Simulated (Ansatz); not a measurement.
ZrO2, response to strain

Start from ZrO2 (space group P4_2/nmc, No. 137; a = 3.5844 Å, c = 5.1771 Å). Axes: x, y, z lie along a, b, c of the conventional cell.

Strains are applied to the cell and any free atomic positions relax; under biaxial strain the out-of-plane vector relaxes too.

Level of theory: PBEsol (Ansatz, a first-principles code), spin-orbit coupling left out.

Candidates:
(a) strain tensor (xx, yy, zz, yz, xz, xy) = (−0.58, −1.09, +1.03, +0.39, −0.12, −0.58) %
(b) biaxial strain −1.49 %, plane normal [001], relaxed out of plane
(c) tensor shear ε_xy = −1.35 %

Base values:

| Property | Value |
|---|---|
| Band gap | 4.00 eV |

Order them by band gap, highest first.

(b) biaxial strain −1.49 %, plane normal [001], relaxed out of plane (4.10 eV), (a) strain tensor (xx, yy, zz, yz, xz, xy) = (−0.58, −1.09, +1.03, +0.39, −0.12, −0.58) % (4.08 eV), (c) tensor shear ε_xy = −1.35 % (3.95 eV)

Whether these cells are dynamically stable was not tested. This is not the structure that ZrO2 has at room temperature and ambient pressure.
